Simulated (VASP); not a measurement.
The system is BN.

```
N B
1.0
     0.00000    1.81300    1.81300
     1.81300    0.00000    1.81300
     1.81300    1.81300    0.00000
N B
1 1
Direct
  0.25000 0.25000 0.25000
  0.00000 0.00000 0.00000
```

The cell is a database's computed one.

| Quantity | Value |
| --- | --- |
| Program | VASP 6.6.1 |
| Task | relaxation of cell and atoms |
| Functional | vdW-DF2 |
| Potentials or basis | VASP PAW PBE potentials, release 64 (N, B) |
| Cutoff | 600 eV |
| k mesh | 13 × 13 × 13 |
| Occupations | fermi-dirac, width 0.02 eV |
| Spin | no spin polarisation |

At the start: pressure 9.0 GPa; volume 5.96 Å³/atom.

Task: Where does the relaxation end?

Result: Over 3 steps the energy falls by 4.1 meV/atom and the volume is 6.11 Å³/atom (+2.5 %); space group F-43m (No. 216, to 0.05 Å).

Step by step:
| step | energy change (eV) | largest force (eV/Å) | pressure (GPa) | volume (Å³) |
| --- | --- | --- | --- | --- |
| 1 | 0.0000 | 0.0000 | 8.96 | 11.92 |
| 2 | -0.0010 | 0.0000 | -7.80 | 12.50 |
| 3 | -0.0081 | 0.0000 | -0.02 | 12.22 |

Final structure:
```yaml
crystal:
  lattice:
    - [0.00000, 1.82793, 1.82793]
    - [1.82793, 0.00000, 1.82793]
    - [1.82793, 1.82793, 0.00000]
  atoms:
    - { symbol: N, position: [0.25000, 0.25000, 0.25000] }
    - { symbol: B, position: [0.00000, 0.00000, 0.00000] }
```

Caveat: the PAW data sets were made with another functional, which shifts forces and pressure a little.
